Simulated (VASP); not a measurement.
Write the native input for VASP 6.6.1 that does the following.

* Task: band structure
* Functional: TB-mBJ
* Potentials or basis: VASP PAW PBE potentials, release 64 (N, B)
* Cutoff: 520 eV
* k mesh: 12 × 12 × 12
* Occupations: fermi-dirac, width 0.05 eV
* Spin: no spin polarisation
* Further INCAR settings: ALGO = Normal; EDIFF = 1e-07; NBANDS = 11

BN:

```
N B
1.0
     1.25112    0.72234    3.37293
    -1.25112    0.72234    3.37293
     0.00000   -1.44467    3.37293
N B
1 1
Direct
  0.66724 0.66724 0.66724
  0.00033 0.00033 0.00033
```

The cell is a database's computed one.

The input as run:

POSCAR

```
BN
1.0
    1.2511217832      0.7223354983      3.3729344033
   -1.2511217832      0.7223354983      3.3729344033
    0.0000000000     -1.4446709966      3.3729344033
N B
1 1
Direct
    0.6672382000      0.6672382000      0.6672382000
    0.0003288000      0.0003288000      0.0003288000
```

INCAR.step1

```
SYSTEM = BN
ALGO = Normal ; EDIFF = 1E-5
ENCUT = 520 ; GGA = PE
ISIF = 2 ; ISMEAR = -1
LASPH = .True. ; LCHARG = .False.
LREAL = .False. ; LWAVE = .True.
NBANDS = 11 ; NELM = 100
PREC = Accurate ; SIGMA = 0.05
```

INCAR.step2

```
SYSTEM = BN
ALGO = Normal ; EDIFF = 1E-7
ENCUT = 520 ; ISIF = 2
ISMEAR = -1 ; ISTART = 1
LASPH = .True. ; LCHARG = .False.
LREAL = .False. ; LWAVE = .False.
METAGGA = MBJ ; NBANDS = 11
NELM = 100 ; PREC = Accurate
SIGMA = 0.05
```

KPOINTS

```
k-points
0
Gamma
  12 12 12
  0 0 0
```

KPOINTS_OPT

```
path GLB1,BZGX,QFP1Z,LP
20
line-mode
reciprocal
 0.0000000000  0.0000000000  0.0000000000  G
 0.5000000000  0.0000000000  0.0000000000  L

 0.5000000000  0.0000000000  0.0000000000  L
 0.5000000000  0.1972419765 -0.1972419765  B1

 0.8027580235  0.5000000000  0.1972419765  B
 0.5000000000  0.5000000000  0.5000000000  Z

 0.5000000000  0.5000000000  0.5000000000  Z
 0.0000000000  0.0000000000  0.0000000000  G

 0.0000000000  0.0000000000  0.0000000000  G
 0.3486209883  0.0000000000 -0.3486209883  X

 0.6513790117  0.3486209883  0.0000000000  Q
 0.5000000000  0.5000000000  0.0000000000  F

 0.5000000000  0.5000000000  0.0000000000  F
 0.6513790117  0.6513790117  0.1972419765  P1

 0.6513790117  0.6513790117  0.1972419765  P1
 0.5000000000  0.5000000000  0.5000000000  Z

 0.5000000000  0.0000000000  0.0000000000  L
 0.8027580235  0.3486209883  0.3486209883  P
```

Potentials or basis: VASP PAW PBE potentials, release 64 (N, B).

Command:

```bash
$ cat potpaw_PBE.64/N/POTCAR potpaw_PBE.64/B/POTCAR > POTCAR
$ cp INCAR.step1 INCAR
$ mpirun -np 1 vasp_std > vasp.out
$ cp INCAR.step2 INCAR
$ mpirun -np 1 vasp_std > vasp.out
```

Results of the run:

```
Band gap on the k mesh  : 5.90 eV, indirect (least direct gap 6.57 eV)
Band gap along the path : 5.85 eV, indirect (least direct gap 6.57 eV)
```

It took 2.1 min on 1 thread of Intel(R) Xeon(R) 6975P-C (Granite Rapids), with other jobs on the host, peak memory 0.21 GiB.
